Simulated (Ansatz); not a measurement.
# TiAl: the cost of one run

Computed with Ansatz 0.2.0 (DFT PBE, scalar-relativistic, plane waves, PAW, unless a step's input says otherwise).

4 further runs of the same task are left out: 2 that didn't finish, 2 set aside as unsound or not needed.

## Step 1: The starting structure

The structure is tetragonal, space group P4/mmm (No. 123). Conventional cell: a = 2.822 Å, b = 2.822 Å, c = 4.077 Å, α = 90.00°, β = 90.00°, γ = 90.00°. Ti (site symmetry 4/mmm) is surrounded by 4 Ti at 2.82 Å and 8 Al at 2.85 Å. Around Al (site symmetry 4/mmm) lie 4 Al at 2.82 Å and 8 Ti at 2.85 Å.

Coordinates:

```cif
data_structure
_symmetry_space_group_name_H-M 'P 1'
_symmetry_Int_Tables_number 1
_cell_length_a 2.8221
_cell_length_b 4.9582
_cell_length_c 4.9582
_cell_angle_alpha 110.615
_cell_angle_beta 90.000
_cell_angle_gamma 90.000
_cell_volume 64.94
loop_
_atom_site_label
_atom_site_type_symbol
_atom_site_fract_x
_atom_site_fract_y
_atom_site_fract_z
_atom_site_occupancy
Ti1 Ti 0.00000 0.50000 0.50000 1
Ti2 Ti 0.00000 0.00000 0.00000 1
Al1 Al 0.50000 0.50000 0.00000 1
Al2 Al 0.50000 0.00000 0.50000 1
```

It is built from the cell relaxed beforehand with the same method (16.23 Å³/atom).

## Step 2: The reference: the undisturbed cell on the scan's mesh

input.yaml

```yaml
crystal:
  lattice:
    - [-2.8220914054, 0.0, 0.0]
    - [0.0, 2.8220914054, 4.076765125]
    - [0.0, 2.8220914054, -4.076765125]
  atoms:
    - { symbol: Ti, position: [1.0, 0.5, 0.5] }
    - { symbol: Ti, position: [1.0, 0.0, 0.0] }
    - { symbol: Al, position: [0.5, 0.5, 0.0] }
    - { symbol: Al, position: [0.5, 0.0, 0.5] }
basis:
  ecutwfc: 420
kpoints:
  mp_grid: { grid: [22, 14, 14] }
hamiltonian:
  xc: pbe
scf:
  occupations: { method: gaussian, width: 0.15 }
output:
  forces: true
  stress: true
  eigenvalues: true
```

Started as:

```bash
> ansatz run input.yaml --threads 2 --pin off --max-ram 5120MiB --backend cpu --events-out ev --progress --plain --runs-dir out
```

**Question.** How long does this run take on 2 threads of Intel Xeon at 2.50GHz (Skylake/Cascade Lake), shared host, and how much memory does it need?

About 70 s, with a peak of 0.9 GiB.
